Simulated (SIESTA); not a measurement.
## C under changes of volume

One of the cells (5.672 Å³/atom); the others are scaled copies at fixed shape and fractional positions:

```xyz
2
Lattice="0.0000 1.7834 1.7834 1.7834 0.0000 1.7834 1.7834 1.7834 0.0000" Properties=species:S:1:pos:R:3 pbc="T T T"
C     2.6751    2.6751    2.6751
C     1.7834    1.7834    1.7834
```

This isn't the form of C at room conditions, which is graphite.

```yaml
Program: SIESTA 5.4.2
Functional: AM05
Potentials_or_basis: PseudoDojo 0.4 standard (PBEsol files)
Basis: DZP (energy shift 0.003 Ry)
Grid_cutoff: 500 Ry
Energy_shift: 0.003 Ry
k_mesh: 13 × 13 × 13
Occupations: fermi-dirac, width 0.05 eV
Spin: no spin polarisation
```

```tsv
volume (Å³/atom)	energy over the lowest point (meV/atom)	pressure (GPa)	gap on the mesh (eV)
5.332	?	?	?
5.445	18.67	23.5	4.23
5.558	5.81	13.0	4.19
5.672	0.00	3.6	4.14
5.785	0.62	-5.2	4.10
5.899	7.16	-13.2	4.05
6.012	19.10	-20.4	4.01
```

What does the run at 5.332 Å³/atom give?

Energy over the lowest point 39.25 meV/atom; pressure 34.7 GPa; gap on the mesh 4.28 eV.

Worked out: A Birch-Murnaghan fit of order 3 (a polynomial in V^(-2/3)) to the other rows has its minimum at 5.72 Å³/atom with B0 = V·E''(V) = 443 GPa and B' = 3.4. It gives 39.14 meV/atom at 5.332 Å³/atom, against the run's 39.25, and -dE/dV = 34.8 GPa, against 34.7. A straight line through the other rows of the gap, of slope -2.25 eV per unit of ln V, extrapolates to 4.28 eV, against the run's 4.28.

Energies are extrapolated to zero smearing.

Caveats: the potentials were made for another functional, which shifts forces and pressure; an odd mesh through Γ misses points on the zone boundary, where band edges often lie; the basis of atomic orbitals isn't converged, which shifts pressures, moduli and gaps.
